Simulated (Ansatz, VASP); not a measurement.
Two plane-wave programs on W

```
W
1.0
     0.00000    2.03000    2.03000
     2.03000    0.00000    2.03000
     2.03000    2.03000    0.00000
W
1
Direct
  0.00000 0.00000 0.00000
```

This isn't the form of W at room conditions, which is bcc.

Alike in both runs: task relaxation of cell and atoms; functional PBE; k mesh 11 × 11 × 11; occupations fermi-dirac, width 0.05 eV; no spin polarisation.

|  | VASP | Ansatz |
| --- | --- | --- |
| version | VASP 6.6.1 | Ansatz 0.2.0 |
| potentials or method | VASP PAW PBE potentials, release 64 (W_sv) | Ansatz PAW |
| plane-wave cutoff (eV) | 600 | 420 |
| valence electrons in the cell | 14 | 14 |

VASP gave:

| Quantity | Value |
| --- | --- |
| gap on the k mesh at the Fermi level, each at its own relaxed structure (eV) | none |
| relaxed volume (Å³/atom) | 16.47 |
| relaxed cell length with the largest relative difference (Å) | 2.856 |
| energy change over the relaxation (meV/atom) | -4 |

Question: What did Ansatz give for the same quantities?

Answer: gap on the k mesh at the Fermi level, each at its own relaxed structure (eV): none; relaxed volume (Å³/atom): 16.45; relaxed cell length with the largest relative difference (Å): 2.854; energy change over the relaxation (meV/atom): -4.

A gap of «none» marks a metal or a gap that the smearing closes.

Caveats: the plane-wave basis is chosen anew once the cell has moved, so the energies of steps on either side of that aren't comparable (Ansatz). The runs have no spin-orbit coupling, so splittings on W are missing.
